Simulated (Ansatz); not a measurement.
# Nb (Im-3m) in Ansatz: settings compared

Aim: see how the results for Nb move with the level of theory and the settings. Levels: PBE+D3(BJ)+U, PBE+D3(BJ)+ATM. Tasks: electrostatic potential, relaxation of cell and atoms.

Everything below comes from runs of Ansatz 0.2.0. Logs are shortened: lines on timing, memory, paths and dates and some standing lists are left out, and cuts for length are marked.

## (1) The crystal as given

It takes space group Im-3m (No. 229, cubic). Conventional cell: a = 3.328 Å, b = 3.328 Å, c = 3.328 Å, α = 90.00°, β = 90.00°, γ = 90.00°. Around Nb (site symmetry m-3m) lie 8 Nb at 2.88 Å.

## (2) Electrostatic potential, PBE+D3(BJ)+U (volume scaled by 1.25)

File run.py:

```python
import json

import numpy as np

import ansatz as az

calculation = (
    az.Crystal.from_extxyz("Nb.xyz")
    .calculation()
    .kpoints(11, 11, 11)
    .functional("pbe", dispersion="d3bj")
    .pseudopotentials(kind="paw")
    .hubbard(double_counting="amf")
    .hubbard("Nb", "d", u_eff=2.0)
    .occupations(method="gaussian", width=0.05)
    .density()
    .potential()
    .output_files(volumetric_format="npy")
    .electron_localization_function()
    .forces()
    .stress()
    .band_table(publish=True)
)
outcome = calculation.run(threads=2, events_out="events.jsonl")

report = outcome.report
for line in open("events.jsonl"):
    event = json.loads(line)
    if event["event"] == "scf_iter":
        d = event["data"]
        print(f"SCF {d['iter']:3d}  HF = {d['harris_foulkes_ev']:.6f} eV  dr2 = {d['dr2_ev']:.2e} eV")
    elif event["event"] in ("relax_step", "md_step"):
        d = event["data"]
        print(f"{event['event']} {d['step']:3d}  E = {d['lagrangian_ev']:.6f} eV")
np.set_printoptions(precision=5, suppress=True, linewidth=110)
print("converged:", report["converged"], "after", report["n_iterations"], "iterations")
print(f"free energy {report['free_energy_ev']:.6f} eV, Fermi level {report['fermi_energy_ev']:.4f} eV")
for key in ("band_edges_ev", "magnetization_mub", "site_moments_mub", "site_moments_nc_mub", "forces_ev_ang",
                "stress_gpa"):
    if report.get(key) is not None:
        print(key, np.array(report[key]), sep="\n")
```

File Nb.xyz:

```xyz
1
Lattice="-1.7924358012 1.7924358012 1.7924358012 1.7924358012 -1.7924358012 1.7924358012 1.7924358012 1.7924358012 -1.7924358012" Properties=species:S:1:pos:R:3 pbc="T T T"
Nb     0.0000000000      0.0000000000      0.0000000000
```

Potentials or basis: Ansatz PAW.

Launch:

```bash
$ python run.py
```

The log of the run:

```text
DeckWarning: basis.ecutwfc = 420 eV, auto-derived from the records' recommended cutoffs: set by Nb (normal level)
PlacementWarning: RAYON_NUM_THREADS=2 ignored (pool sized by the plan → 2); use plan(threads=…)
SCF   1  HF = -4553.047876 eV  dr2 = 1.92e+00 eV
SCF   2  HF = -4552.387707 eV  dr2 = 5.21e-02 eV
SCF   3  HF = -4552.388036 eV  dr2 = 1.02e-02 eV
SCF   4  HF = -4552.393505 eV  dr2 = 2.97e-04 eV
SCF   5  HF = -4552.394074 eV  dr2 = 2.23e-06 eV
SCF   6  HF = -4552.394075 eV  dr2 = 1.79e-08 eV
SCF   7  HF = -4552.394075 eV  dr2 = 2.21e-11 eV
converged: True after 7 iterations
free energy -4552.394075 eV, Fermi level 13.2061 eV
magnetization_mub
0.0
forces_ev_ang
[[-0. -0.  0.]]
stress_gpa
[[-29.53796  -0.       -0.     ]
 [  0.      -29.53796  -0.     ]
 [  0.        0.      -29.53796]]
```

rho_z.tsv:

```text
# z_ang	rho[e/angstrom^3]
# format = ansatz-planar-average/11
# lattice	-1.792435801	1.792435801	1.792435801
# lattice	1.792435801	-1.792435801	1.792435801
# lattice	1.792435801	1.792435801	-1.792435801
# sites	1
# site	41	0.000000000	0.000000000	0.000000000
0.000000	1.085714e0
0.129358	1.068689e0
0.258716	1.013956e0
0.388074	9.165527e-1
0.517432	7.814551e-1
0.646790	6.277226e-1
[... 16 lines left out ...]
2.845874	1.013956e0
2.975232	1.068689e0
```

v_z.tsv:

```text
# z_ang	v_es[eV]	v_tot[eV]
# format = ansatz-planar-average/11
# xc	pbe
# density_cutoff_ev	1680
# datasets	Nb=:simpson_from_first_knot:soft
# lattice	-1.792435801	1.792435801	1.792435801
# lattice	1.792435801	-1.792435801	1.792435801
# lattice	1.792435801	1.792435801	-1.792435801
# sites	1
# site	41	0.000000000	0.000000000	0.000000000
0.000000	-4.808259e0	-1.830258e1
0.129358	-4.415053e0	-1.783907e1
0.258716	-3.270436e0	-1.648069e1
0.388074	-1.473781e0	-1.432420e1
0.517432	8.220464e-1	-1.153520e1
0.646790	3.420304e0	-8.345978e0
[... 16 lines left out ...]
2.845874	-3.270436e0	-1.648069e1
2.975232	-4.415053e0	-1.783907e1
```

Wall time 1.6 s (2 threads of Arm Neoverse V1, shared host); peak memory 0.34 GiB.

Results:

```
Free energy            : -4552.3941 eV
Pressure               : -29.5 GPa
Band gap on the k mesh : none (metal or under the smearing width)
```

Levels at points of the mesh, in eV from the Fermi level:
| k point | band 4 | band 5 | band 6 | band 7 | band 8 | band 9 |
| --- | --- | --- | --- | --- | --- | --- |
| (0.00, 0.00, 0.00) | -30.38 | -5.31 | 0.32 | 0.32 | 0.32 | 2.71 |

Eigenvalues of the final occupation matrices:
| site | spin | trace | eigenvalues |
| --- | --- | --- | --- |
| site 1 | 1 | 2.10 | 0.35 0.35 0.46 0.46 0.46 |

Caveat: U without spin polarisation on a metal has little footing; pairwise dispersion overbinds metals, which lowers pressure and volume; the U is typed as a test and isn't derived for this compound.

## (3) Electrostatic potential, PBE+D3(BJ)+U (volume scaled by 1.25)

File input.yaml:

```yaml
crystal:
  lattice:
    - [-1.7924358012, 1.7924358012, 1.7924358012]
    - [1.7924358012, -1.7924358012, 1.7924358012]
    - [1.7924358012, 1.7924358012, -1.7924358012]
  atoms:
    - { symbol: Nb, position: [0.0, 0.0, 0.0] }
hamiltonian:
  xc: pbe
  pseudopotentials: { kind: paw }
  dispersion: d3bj
  hubbard: { sites: [{ species: Nb, l: d, u_eff: 2.0 }], double_counting: amf }
kpoints:
  mp_grid: { grid: [11, 11, 11] }
scf:
  occupations: { method: gaussian, width: 0.05 }
output:
  forces: true
  stress: true
  eigenvalues: true
  write_density: true
  write_potential: true
  elf: true
  volumetric_format: npy
```

Potentials or basis: Ansatz PAW.

Launch:

```bash
$ ansatz run input.yaml --threads 2 --pin off --max-ram 5120MiB --backend cpu --events-out ev --progress --plain --runs-dir out
```

Run time: 1.2 s. Hardware: 2 threads of Arm Neoverse V1, shared host; peak memory 0.27 GiB.

It converged, with:

- Free energy: -4552.3941 eV
- Pressure: -29.5 GPa
- Band gap on the k mesh: none (metal or under the smearing width)

Levels at points of the mesh, in eV from the Fermi level:
| k point | band 4 | band 5 | band 6 | band 7 | band 8 | band 9 |
| --- | --- | --- | --- | --- | --- | --- |
| (0.00, 0.00, 0.00) | -30.38 | -5.31 | 0.32 | 0.32 | 0.32 | 2.71 |

Eigenvalues of the final occupation matrices:
```tsv
site	spin	trace	eigenvalues
site 1	1	2.10	0.35 0.35 0.46 0.46 0.46
```

Caveat: U without spin polarisation on a metal has little footing; pairwise dispersion overbinds metals, which lowers pressure and volume; the U is typed as a test and isn't derived for this compound.

## (4) Relaxation of cell and atoms, PBE+D3(BJ)+ATM, collinear spin, program default start

File run.py:

```python
import json

import ase.io
import numpy as np
from ase.calculators.calculator import CalculationFailed, Calculator
from ase.stress import full_3x3_to_voigt_6_stress
from ase.units import GPa
from ase.optimize import BFGS
from ase.filters import FrechetCellFilter

import ansatz as az

class AnsatzCalculator(Calculator):
    implemented_properties = ["energy", "free_energy", "forces", "stress", "magmom"]

    def calculate(self, atoms, properties, system_changes):
        super().calculate(atoms, properties, system_changes)
        structure = atoms.copy()
        structure.set_constraint()
        structure.set_momenta(None)
        structure.set_masses(None)
        outcome = (
            az.Crystal.from_ase(structure)
            .calculation()
            .basis(xc_grid=2)
            .kpoints(9, 9, 9)
            .functional("pbe", dispersion="d3bjatm")
            .pseudopotentials(kind="nc")
            .spin("collinear")
            .scf(tolerance=2e-10)
            .occupations(method="cold", width=0.1)
            .forces()
            .stress()
            .run(threads=2)
        )
        if not outcome.report["converged"]:
            raise CalculationFailed("SCF not converged")
        report = outcome.report
        self.results = {
            "free_energy": report["lagrangian_ev"],
            "energy": report["lagrangian_ev"],
            "forces": np.array(report["forces_ev_ang"]),
            "stress": -GPa * full_3x3_to_voigt_6_stress(report["stress_gpa"]),
            "magmom": report["magnetization_mub"],
        }

np.set_printoptions(precision=5, suppress=True, linewidth=110)
atoms = ase.io.read("Nb.cif")
atoms.info.pop("occupancy", None)
atoms.calc = AnsatzCalculator()
BFGS(FrechetCellFilter(atoms)).run(fmax=0.01, steps=30)
print(f"final energy {atoms.get_potential_energy():.6f} eV, volume {atoms.get_volume() / len(atoms):.4f} A^3/atom")
print("stress (GPa)", atoms.get_stress() / GPa)
print("cell (A)", atoms.cell[:], "scaled positions", atoms.get_scaled_positions(wrap=False), sep="\n")
```

File Nb.cif:

```cif
data_Nb
_cell_length_a 2.88204594
_cell_length_b 2.88204594
_cell_length_c 2.88204594
_cell_angle_alpha 109.47122063
_cell_angle_beta 109.47122063
_cell_angle_gamma 109.47122063
_space_group_name_H-M_alt 'P1'
_space_group_name_Hall 'P 1'
_space_group_IT_number 1
loop_
_space_group_symop_operation_xyz
'x,y,z'
loop_
_atom_site_label
_atom_site_type_symbol
_atom_site_symmetry_multiplicity
_atom_site_Wyckoff_symbol
_atom_site_fract_x
_atom_site_fract_y
_atom_site_fract_z
_atom_site_occupancy
Nb1 Nb 1 a 0.0000000000 0.0000000000 0.0000000000 1
```

Potentials or basis: Ansatz NC.

Launch:

```bash
$ python run.py
```

It took 8.3 s on 2 threads of Arm Neoverse V1, shared host; peak memory 0.41 GiB.

It converged, with:

* Free energy: -1806.8630 eV
* Relaxed volume: 17.51 Å³/atom
* Relaxed cell: a = 2.833 Å, b = 2.833 Å, c = 2.833 Å, α = 109.47°, β = 109.47°, γ = 109.47°
* Space group after relaxing (to 0.05 Å): Im-3m (No. 229)
* Energy gained by relaxing: 25.2 meV/atom
* Ionic steps: 4
* Pressure after relaxing: 0.0 GPa
* Net moment: 0.00 μB per cell
* Absolute moment: 0.00 μB per cell

The path:
| step | energy change (eV) | largest force (eV/Å) | pressure (GPa) | volume (Å³) |
| --- | --- | --- | --- | --- |
| 1 | 0.0000 | 0.0000 | -8.39 | 18.43 |
| 2 | -0.0242 | 0.0000 | -1.78 | 17.68 |
| 3 | -0.0252 | 0.0000 | 0.11 | 17.50 |
| 4 | -0.0252 | 0.0000 | 0.00 | 17.51 |

Final structure:
```xyz
1
Lattice="2.8332 0.0000 0.0000 -0.9444 2.6711 0.0000 -0.9444 -1.3356 2.3133" Properties=species:S:1:pos:R:3 pbc="T T T"
Nb    0.0000    0.0000    0.0000
```

Caveat: the thresholds are loose for stress.

## (5) Overview

| task | level | potentials or basis | spin | U | cell | k mesh | cutoff (eV) | smearing | driver | double counting | hubbard projectors | optimizer | fmax | gap on the mesh (eV) | pressure (GPa) |
| --- | --- | --- | --- | --- | --- | --- | --- | --- | --- | --- | --- | --- | --- | --- | --- |
| electrostatic potential | PBE+D3(BJ)+U | Ansatz PAW | off | Nb d U = 2 eV | volume scaled by 1.25 | 11 × 11 × 11 | 420 | gaussian 0.05 eV | chain | amf | ortho-atomic (the default) | - | - | none | -29.5 |
| electrostatic potential | PBE+D3(BJ)+U | Ansatz PAW | off | Nb d U = 2 eV | volume scaled by 1.25 | 11 × 11 × 11 | 420 | gaussian 0.05 eV | - | amf | ortho-atomic (the default) | - | - | none | -29.5 |
| relaxation of cell and atoms | PBE+D3(BJ)+ATM | Ansatz NC | collinear, program default start | - | relaxed | 9 × 9 × 9 | 1116 | cold 0.1 eV | calculator | - | - | BFGS | 0.01 | - | 0.0 |

Caveats: U without spin polarisation on a metal has little footing (some runs); pairwise dispersion overbinds metals, which lowers pressure and volume (some runs); the U is typed as a test and isn't derived for this compound (some runs); the thresholds are loose for stress (some runs).

Absolute energies hang on the potentials; compare differences alone.
